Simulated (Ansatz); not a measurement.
# AlRu: computed properties

Method: DFT PBE, scalar-relativistic, plane waves, PAW (Ansatz 0.2.0).

Cutoff 420 eV; k points 18×18×18 on the computed 2-atom cell (Γ-centred); Gaussian smearing, width 0.10 eV; no spin polarisation.

The structure is relaxed at this level of theory with its symmetry kept, and needn't be the ground state of this composition.

Space group Pm-3m (No. 221), cubic, a = 3.004 Å. Al has 8 Ru at 2.60 Å and 6 Al at 3.00 Å; around Ru lie 8 Al at 2.60 Å and 6 Ru at 3.00 Å.

| Quantity | Value |
| --- | --- |
| Volume per atom | 13.55 Å³ |
| Formation energy from the elements' standard states (uncorrected) | -0.638 eV/atom |
| Kohn–Sham band gap | none (metal) |
| Density of states at the Fermi level | 1.7 states/eV per cell |
| Orbital (Löwdin) character within 0.5 eV of the Fermi level | Ru 4d 84 %, Al 3p 11 % |
| Bader charge by site (e) | Al (1 in the cell) 1.91, Ru (1 in the cell) -1.91 |

The cell was reached from a generator's guess, though it ends in a space group that the Crystallography Open Database lists for this formula. Löwdin shares on free-atom orbitals overweight diffuse shells.
